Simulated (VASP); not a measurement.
Here is a VASP 6.6.1 calculation.

INCAR

```
ALGO = Fast
EDIFF = 1E-7
ENCUT = 520
GGA = PE
ISIF = 2
ISMEAR = -1
ISPIN = 2
LASPH = T
LCHARG = F
LMAXMIX = 4
LORBIT = 11
LREAL = F
LWAVE = F
MAGMOM = 1 1
NBANDS = 26
NELM = 150
PREC = Accurate
SIGMA = 0.05
```

The input KPOINTS:

```
k-points
0
Gamma
  15 15 8
```

The input POSCAR:

```
Rh
1.0
    2.6481181961      0.0000000000      0.0000000000
   -1.3240590980      2.2933376301      0.0000000000
    0.0000000000      0.0000000000      4.2732661022
Rh
2
Direct
    0.3333333333      0.6666666667      0.2500000000
    0.6666666667      0.3333333333      0.7500000000
```

Potentials or basis: VASP PAW PBE potentials, release 64 (Rh_pv).

The run is started by

```bash
$ cat potpaw_PBE.64/Rh_pv/POTCAR > POTCAR
$ mpirun -np 1 vasp_std > vasp.out
```

What does it give for the band gap on the k mesh?

None (metal or under the smearing width).

Estimate the net moment.

0.00 μB per cell.

Stress tensor (GPa, compression positive):
```
26.34  0.00  0.00
 0.00 26.34  0.00
 0.00  0.00 26.18
```

Caveat: so large a pressure means that the cell lies far from this level's equilibrium, or that cutoff or potentials fall short.
